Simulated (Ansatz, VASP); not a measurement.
## GaAs: VASP beside Ansatz

```
Ga As
1.0
     0.00000    2.87231    2.87231
     2.87231    0.00000    2.87231
     2.87231    2.87231    0.00000
Ga As
1 1
Direct
  0.00000 0.00000 0.00000
  0.25000 0.25000 0.25000
```

Alike in both runs: functional PBE; k mesh 10 × 10 × 10; occupations fermi-dirac, width 0.02 eV; no spin polarisation.

Ansatz relaxed the structure, and its values are those at the end. VASP's run is a single point on that final structure, the one shown.

|  | VASP | Ansatz |
| --- | --- | --- |
| version | VASP 6.6.1 | Ansatz 0.2.0 |
| potentials or method | VASP PAW PBE potentials, release 64 (Ga_d, As) | PAW with Ansatz's default frozen-core files, scalar-relativistic |
| plane-wave cutoff (eV) | 520 | 420 |
| valence electrons in the cell | 18 | 28 |

|  | VASP | Ansatz | Ansatz less VASP |
| --- | --- | --- | --- |
| pressure (GPa) | 0.2 | 0.0 | -0.15 |

The two sets of potentials don't hold the same shells in valence.
